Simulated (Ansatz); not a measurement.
## What strain does to MoTe2 (P-6m2)

MoTe2 (P-6m2) from a database structure, relaxed with r2SCAN+rVV10 in the PAW code Ansatz. Space group P-6m2 (No. 187), hexagonal; a = 3.537 Å, c = 7.827 Å in the conventional setting, 28.27 Å³ an atom. Te is surrounded by 3 Mo at 2.72 Å; Mo is surrounded by 6 Te at 2.72 Å.

The axes x, y and z are those of this cell:
```
CELL_PARAMETERS angstrom
3.53709 0.00000 0.00000
-1.76855 3.06321 0.00000
0.00000 0.00000 7.82691
ATOMIC_POSITIONS crystal
Te 0.33333 0.66667 0.77052
Te 0.33333 0.66667 0.22948
Mo 0.00000 0.00000 0.00000
```

Unstrained: PBE gives an indirect gap of 1.021 eV, from H to Γ–K (0.58 of the way from Γ); the least direct gap is 1.075 eV at H. A second conduction valley, at K, lies only 36 meV higher, so their order isn't settled. r2SCAN gives an indirect gap of 1.112 eV, from H to Γ–K (0.58 of the way from Γ); the least direct gap is 1.155 eV at H. A second conduction valley, at K, lies only 24 meV higher, so their order isn't settled. The HSE06 gap is indirect, 1.439 eV (H to Γ–K (0.58 of the way from Γ)), below the direct gap of 1.499 eV at H. Meshes: PBE 12×12×4, r2SCAN 12×12×4, HSE06 6×6×2. Strains are changes of length per length, and xy shears are angles. After each strain the atoms were relaxed again with r2SCAN+rVV10 within the symmetry that the strain leaves, so tilts or polar shifts that break it weren't tested; points keep the names that they have in the unstrained zone. The values are computed, spin-unpolarised, and not measurements.

Changes of the least gap in eV (an overlap counts as a negative gap):
```tsv
strain	volume change (%)	space group	PBE	r2SCAN	HSE06
biaxial +2.3 % in x and y, z held	+4.7	P-6m2	-0.185	-0.192	-0.178
isotropic -0.58 % on every length	-1.7	P-6m2	-0.042	-0.041	-0.043
epitaxial +4.0 % in the xy plane, free normal strain -1.30 %	+6.8	P-6m2	-0.470	-0.487	-0.501
xy shear, engineering strain (angle) -2.67 %	0.0	Pm	-0.021	-0.024	-0.024
```

Biaxial +2.3 % in x and y, z held. HSE06: the gap goes from 1.439 to 1.261 eV (-0.178 eV); the edges go from H → Γ–K (0.58) to A → K. Stress change with PBE, compression positive: xx -2.94, yy -2.94, zz -0.42 GPa.

Isotropic -0.58 % on every length. HSE06: the gap goes from 1.439 to 1.396 eV (-0.043 eV). Stress change with PBE, compression positive: xx +0.88, yy +0.88, zz +0.33 GPa. For HSE06, dE_g/d ln V = 2.5 eV over this step.

Epitaxial +4.0 % in the xy plane, free normal strain -1.30 %. HSE06: the gap goes from 1.439 to 0.938 eV (-0.501 eV); the edges go from H → Γ–K (0.58) to A → K. Stress change with PBE, compression positive: xx -4.80, yy -4.80, zz -0.39 GPa.

Xy shear, engineering strain (angle) -2.67 %. HSE06: the gap goes from 1.439 to 1.415 eV (-0.024 eV); the edges go from H → Γ–K (0.58) to (1/3, 0.341, -1/2) → Γ–K (0.57). Stress change with PBE, compression positive: xx +0.03, yy +0.10, zz 0.00, xy +1.11 GPa.

No spin-orbit coupling is included; it can move band edges with weight on the heavy atoms by tenths of an eV.

Where an edge lies off the special points, it is a point of the mesh or the k point where a search put PBE's edge or least direct gap, reused for the other functionals, whose own edges may lie a little apart.

The meshes of the hybrids are coarse, so their gaps aren't converged to the digits shown.
